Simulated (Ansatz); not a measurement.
α-quartz-type GeO2 (metastable phase), treated with PBE-D4 (PAW; Ansatz, an electronic-structure program).

Numerical settings: plane-wave cutoff 520 eV, 12×12×6 k mesh (along the axes of the cell as run), Fermi–Dirac smearing 0.01 eV, scalar-relativistic PAW data made under PBE.

Energies at three volumes about the minimum:

```json
[
 {"V (Å³/atom)": "13.303", "E − E_lowest (meV/atom)": "0.70"},
 {"V (Å³/atom)": "13.575", "E − E_lowest (meV/atom)": "0.00"},
 {"V (Å³/atom)": "13.846", "E − E_lowest (meV/atom)": "0.64"}
]
```

Problem. Fit a parabola by hand: where is the minimum, and what is the bulk modulus?

Solution. Slopes: (0.00 − 0.70)/(13.575 − 13.303) = -2.574 and (0.64 − 0.00)/(13.846 − 13.575) = 2.362 meV/Å³. Curvature E″ = 2 × (2.362 − (-2.574))/(13.846 − 13.303) = 18.180 meV/Å⁶. From the middle of the first interval, the slope vanishes at V0 = 13.4390 − (-2.574)/18.180 = 13.581 Å³/atom. B = V0 E″ = 13.581 × 18.180 meV/Å³ × 0.1602 GPa per meV/Å³ = 39.6 GPa. The full Birch–Murnaghan fit to all volumes gives V0 = 13.577 Å³/atom and B0 = 39.4 GPa.

Shape and atoms are relaxed at each volume.

Measured, for comparison: bulk modulus 42 GPa (room temperature, not corrected to a static lattice, from measured elastic constants; as tabulated in Sevik and Bulutay (2007), arXiv:cond-mat/0610176). Computed (rounded) less measured: bulk modulus -6 %.

Note: the bulk modulus comes from volumes at which shape and atoms were relaxed.
